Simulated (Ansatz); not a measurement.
Pb (diamond type), DFT, PBE, all-electron LAPW, scalar-relativistic (Ansatz 0.2.0), on 1 thread of Arm Neoverse V1 (shared host).

Command: `ansatz run input.yaml --threads 1 --pin off --max-ram 2048MiB --backend cpu --events-out ev --progress --plain --runs-dir out`

```yaml
crystal:
  lattice:
    - [0.0, 3.2779551849, 3.2779551849]
    - [3.2779551849, 0.0, 3.2779551849]
    - [3.2779551849, 3.2779551849, 0.0]
  atoms:
    - { symbol: Pb, position: [-0.125, -0.125, -0.125] }
    - { symbol: Pb, position: [0.125, 0.125, 0.125] }
kpoints:
  mp_grid: { grid: [11, 11, 11] }
scf:
  occupations: { method: fermi_dirac, width: 0.1 }
hamiltonian:
  xc: pbe
  pseudopotentials: { kind: all_electron, lapw: { basis_error: 0.001 } }
output:
  forces: true
  stress: true
  eigenvalues: true
  populations: true
```

(1) How large is the problem that the program sets up?

(2) About how long does it take?

Results:

(1) 56 irreducible k-points, 645 plane waves at Γ, 44 bands.

(2) 38 s of wall time for 7 SCF iterations. Times on shared machines scatter by tens of per cent.
